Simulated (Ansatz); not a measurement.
# Stress against strain in NaH

```xyz
2
Lattice="0.0000 2.4400 2.4400 2.4400 0.0000 2.4400 2.4400 2.4400 0.0000" Properties=species:S:1:pos:R:3 pbc="T T T"
Na    0.0000    0.0000    0.0000
H     2.4400    2.4400    2.4400
```

Atom numbers follow the list: Na1, H2.

The cell is COD entry 9008680, as deposited and not checked against the literature; nothing was relaxed.

Level of theory: DFT, PBEsol, all-electron LAPW, scalar-relativistic (Ansatz 0.2.0).

Sampling and basis: a Γ-centred 9×9×9 k mesh, Fermi–Dirac smearing of 0.03 eV, basis error target 1 meV/atom, no spin polarisation.

The strain is applied along the Cartesian axes of the cell as listed (the other components stay zero). Fractional coordinates are held (clamped ions).

σ is the change of stress from the unstrained cell, which is at -1.19 GPa; tension is positive, so slopes are stress–strain coefficients at that pressure.

Only quantities that a quadratic follows smoothly over the whole series are listed; rougher ones are left out.

| εxx = εyy | σzz (GPa) | σxx (GPa) |
| --- | --- | --- |
| -0.0200 | -0.43 | -1.08 |
| -0.0100 | -0.21 | -0.51 |
| 0.0000 | 0.00 | 0.00 |
| 0.0200 | 0.40 | 0.85 |

Q: Fit the series and read off the stiffness at zero strain.

A: Least-squares fits y = p0 + p1 x + p2 x² to the rows give σzz (GPa): p1 = 20.7, p2 = -39; σxx (GPa): p1 = 48.2, p2 = -290. So 2 C12 = 21 GPa and C11 + C12 = 48 GPa.

Q: One run, at εxx = εyy = 0.0100, is withheld. Predict its row.

A: The fits give 0.20, 0.45; the run gave 0.20, 0.45.
